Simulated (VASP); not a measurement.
# Hf (Im-3m) in VASP: further runs

Runs on Hf. Level: PBE. Tasks: single point.

Program: VASP 6.6.1. These are calculated values, not measurements. Logs are shortened: lines on timing, memory, paths and dates and some standing lists are left out, and cuts for length are marked.

### Step 1. The crystal as given

The structure is cubic, space group Im-3m (No. 229). Conventional cell: a = 3.610 Å, b = 3.610 Å, c = 3.610 Å, α = 90.00°, β = 90.00°, γ = 90.00°. Hf (site symmetry m-3m) is surrounded by 8 Hf at 3.13 Å.

This isn't the form of Hf at room conditions, which is hcp.

### Step 2. Single point, PBE

Input file INCAR:

```
SYSTEM = Hf
PREC     = Accurate       ! precision mode
ENCUT    = 520            ! plane-wave cutoff, eV
EDIFF    = 1E-6           ! SCF threshold, eV
ISMEAR   = 0              ! smearing method
SIGMA    = 0.15           ! smearing width, eV
LREAL    = .False.        ! projectors in reciprocal space
LASPH    = .True.         ! aspherical terms in the spheres
NELM     = 100            ! most SCF steps
ALGO     = Normal         ! electronic algorithm
ISIF     = 2              ! what is computed and relaxed
LWAVE    = .False.        ! write WAVECAR
LCHARG   = .False.        ! write CHGCAR
GGA      = PE             ! functional
NBANDS   = 11             ! bands
```

Input file KPOINTS:

```
Automatic mesh
0
Gamma
  20 20 20
  0 0 0
```

Input file POSCAR:

```
Hf
1.0
   -1.8050000000      1.8050000000      1.8050000000
    1.8050000000     -1.8050000000      1.8050000000
    1.8050000000      1.8050000000     -1.8050000000
Hf
1
Direct
    0.0000000000      0.0000000000      0.0000000000
```

Potentials or basis: VASP PAW PBE potentials, release 64 (Hf_pv).

The run is started by

```bash
cat potpaw_PBE.64/Hf_pv/POTCAR > POTCAR
mpirun -np 1 vasp_std > vasp.out
```

OUTCAR:

```text
SYSTEM = Hf
   PREC = Accurate
   ENCUT = 520
   EDIFF = 1E-6
   ISMEAR = 0
   LREAL = .False.
   LASPH = .True.
   NELM = 100
   ISIF = 2
   GGA = PE

 ion  position               nearest neighbor table
   1  0.000  0.000  0.000-

  LATTYP: Found a body centered cubic cell.
 ALAT       =     3.6100000000

  Lattice vectors:

 A1 = (  -1.8050000000,   1.8050000000,   1.8050000000)
 A2 = (   1.8050000000,  -1.8050000000,   1.8050000000)
 A3 = (   1.8050000000,   1.8050000000,  -1.8050000000)

Analysis of symmetry for initial positions (statically):
=====================================================================
 Subroutine PRICEL returns:
 Original cell was already a primitive cell.

 Routine SETGRP: Setting up the symmetry group for a
 body centered cubic supercell.

 Subroutine GETGRP returns: Found 48 space group operations
 (whereof 48 operations were pure point group operations)
 out of a pool of 48 trial point group operations.

The static configuration has the point symmetry O_h .

Analysis of symmetry for dynamics (positions and initial velocities):
=====================================================================
 Subroutine PRICEL returns:
 Original cell was already a primitive cell.

 Routine SETGRP: Setting up the symmetry group for a
 body centered cubic supercell.

 Subroutine GETGRP returns: Found 48 space group operations
 (whereof 48 operations were pure point group operations)
 out of a pool of 48 trial point group operations.

The dynamic configuration has the point symmetry O_h .

 Subroutine INISYM returns: Found 48 space group operations
 (whereof 48 operations are pure point group operations),
 and found     1 'primitive' translations

----------------------------------------------------------------------------------------

                                     Primitive cell

  volume of cell :      23.5229

  direct lattice vectors                    reciprocal lattice vectors
    -1.805000000  1.805000000  1.805000000     0.000000000  0.277008310  0.277008310
     1.805000000 -1.805000000  1.805000000     0.277008310  0.000000000  0.277008310
     1.805000000  1.805000000 -1.805000000     0.277008310  0.277008310  0.000000000

  length of vectors
     3.126351708  3.126351708  3.126351708     0.391748909  0.391748909  0.391748909

  position of ions in fractional coordinates (direct lattice)
     0.000000000  0.000000000  0.000000000

  ion indices of the primitive-cell ions
[... 80 lines left out ...]
   ISIF   =      2    stress and relaxation
   ISYM   =      2    0-nonsym 1-usesym 2-fastsym
   POTIM  = 0.5000    time-step for ionic-motion
   TEBEG  =    0.0;   TEEND  =   0.0 temperature during run
   PSTRESS=    0.0 pullay stress
   NELECT =      10.0000    total number of electrons
   NUPDOWN=      -1.0000    fix difference up-down
   EMIN   =  10.00;   EMAX   =-10.00  energy-range for DOS
   EFERMI =   0.00;   METHOD = LEGACY
   ISMEAR =     0;   SIGMA  =   0.15  broadening in eV -4-tet -1-fermi 0-gaus
   EFERMI_NEDOS =   21; number of points for ismear=-14 and -15
   IALGO  =     38    algorithm
   IMIX   =      4    mixing-type and parameters
     AMIX     =   0.40;   BMIX     =  1.00
     AMIX_MAG =   1.60;   BMIX_MAG =  1.00
  volume/ion in A,a.u.               =      23.52       158.74
  Fermi-wavevector in a.u.,A,eV,Ry     =   1.230961  2.326179 20.616432  1.515265
  Thomas-Fermi vector in A             =   2.365789
   LORBIT       =      0    0 simple, 1 ext, 2 COOP (PROOUT), +10 PAW based schemes
   GGA     = PE    functional components
   LHFCALC =     F    Hartree Fock is set to
   AEXX    =    0.0000 exact exchange contribution
   IVDW    =     0    specifies the selected vdW correction
   LEPSILON=     F    determine dielectric tensor
   LRPA    =     F    only Hartree local field effects (RPA)
 non-spin polarized calculation
 Gauss-broadening in eV      SIGMA  =   0.15
  energy-cutoff  :      520.00
  volume of cell :       23.52
 maximum number of plane-waves:       682
   NGX = 11   NGY = 11   NGZ = 11

 number of electron      10.0000001 magnetization

 Free energy of the ion-electron system (eV)
  ---------------------------------------------------
  ext. energy  EPLUGINS =         0.00000000
  ---------------------------------------------------
  free energy    TOTEN  =        -9.73185901 eV

  energy without entropy =       -9.70798925  energy(sigma->0) =       -9.71992413

 E-fermi :   4.2453     XC(G=0): -11.0582

 val. band max:        4.2324496911   @ k =  -0.2000   0.3500   0.0500
 cond. band min:       4.2486559167   @ k =   0.3000   0.2000  -0.0000
 fundamental gap:      0.0162062256
 Fermi energy:         4.2452687524

 k-point     1 :       0.0000    0.0000    0.0000
  band No.  band energies     occupation
      1     -25.7877      2.00000
      2     -25.7877      2.00000
      3     -25.7877      2.00000
      4      -2.6289      2.00000
      5       5.7297      0.00000
      6       5.7297      0.00000
      7       5.7297      0.00000
      8       8.3669      0.00000
      9       8.3669      0.00000
     10      17.2900      0.00000
     11      17.2900      0.00000
[... 309 lines left out ...]
 k-point    24 :       0.2500    0.1000    0.0000
  band No.  band energies     occupation
      1     -26.2554      2.00000
      2     -25.9435      2.00000
      3     -25.8132      2.00000
      4       0.1243      2.00000
      5       4.3007      0.60114
      6       4.4516      0.05177
      7       7.7726      0.00000
      8       8.8598      0.00000
      9       8.9141      0.00000
     10      16.1835      0.00000
     11      17.2776      0.00000

 [... further k-points ...]

------------------------ aborting loop because EDIFF is reached ----------------------------------------

  FORCE on cell =-STRESS in cart. coord.  units (eV):
  Direction    XX          YY          ZZ          XY          YZ          ZX
  --------------------------------------------------------------------------------------
  -------------------------------------------------------------------------------------
  Total       -0.7675342     -0.7675342     -0.7675342     -0.0000000     -0.0000000      0.0000000
  in kB      -52.2777315    -52.2777315    -52.2777315     -0.0000000     -0.0000000      0.0000000
  external PRESSURE =     -52.2777315 kB  Pullay stress =       0.0000000 kB

 VOLUME and BASIS-vectors are now :
 -----------------------------------------------------------------------------
  energy-cutoff  :      520.00
  volume of cell :       23.52
      direct lattice vectors                 reciprocal lattice vectors
    -1.805000000  1.805000000  1.805000000     0.000000000  0.277008310  0.277008310
     1.805000000 -1.805000000  1.805000000     0.277008310  0.000000000  0.277008310
     1.805000000  1.805000000 -1.805000000     0.277008310  0.277008310  0.000000000

 POSITION                                       TOTAL-FORCE (eV/Angst)
 -----------------------------------------------------------------------------------
      0.00000      0.00000      0.00000        -0.000000     -0.000000     -0.000000
 -----------------------------------------------------------------------------------
    total drift:                               -0.000000      0.000000      0.000000

  FREE ENERGIE OF THE ION-ELECTRON SYSTEM (eV)
  ---------------------------------------------------
  free  energy   TOTEN  =        -9.7318590074 eV

  energy  without entropy=       -9.7079892516  energy(sigma->0) =       -9.71992413
```

It took 15 s on 1 thread of Intel Xeon 6975P-C (Granite Rapids), shared host; peak memory 0.18 GiB.

What came out:

```
Free energy            : -9.7319 eV
Pressure               : -5.2 GPa
Band gap on the k mesh : none (metal or under the smearing width)
```

The run has no spin-orbit coupling, so splittings on Hf are missing.

### Step 3. Single point, PBE

Input file INCAR:

```
SYSTEM = Hf
ALGO = Normal
EDIFF = 1E-6
ENCUT = 520
GGA = PE
ISIF = 2
ISMEAR = 0
LASPH = .TRUE.
LCHARG = .FALSE.
LREAL = .FALSE.
LWAVE = .FALSE.
NBANDS = 11
NELM = 100
PREC = Accurate
SIGMA = 0.15
```

Input file KPOINTS:

```
k-points
0
G
  18 18 18
  0 0 0
```

POSCAR is that of step 2.

Potentials or basis: VASP PAW PBE potentials, release 64 (Hf_pv).

The run is started by

```bash
cat potpaw_PBE.64/Hf_pv/POTCAR > POTCAR
mpirun -np 1 vasp_std > vasp.out
```

It took 12 s on 1 thread of Intel Xeon 6975P-C (Granite Rapids), shared host; peak memory 0.18 GiB.

It converged, with:

```
Free energy            : -9.7318 eV
Pressure               : -5.2 GPa
Band gap on the k mesh : none (metal or under the smearing width)
```

Levels at points of the mesh, in eV from the Fermi level:
```
           k point  band 1  band 2  band 3  band 4  band 5  band 6  band 7  band 8  band 9  band 10
(0.00, 0.00, 0.00)  -30.03  -30.03  -30.03   -6.88    1.48    1.48    1.48    4.12    4.12    13.04
(0.50, 0.00, 0.00)  -30.72  -30.26  -30.04   -3.23   -0.42    0.89    3.92    4.87    7.16     9.50
(0.50, 0.50, 0.50)  -30.52  -30.52  -30.52   -2.37   -2.37    6.40    6.40    6.40    6.84     6.84
```
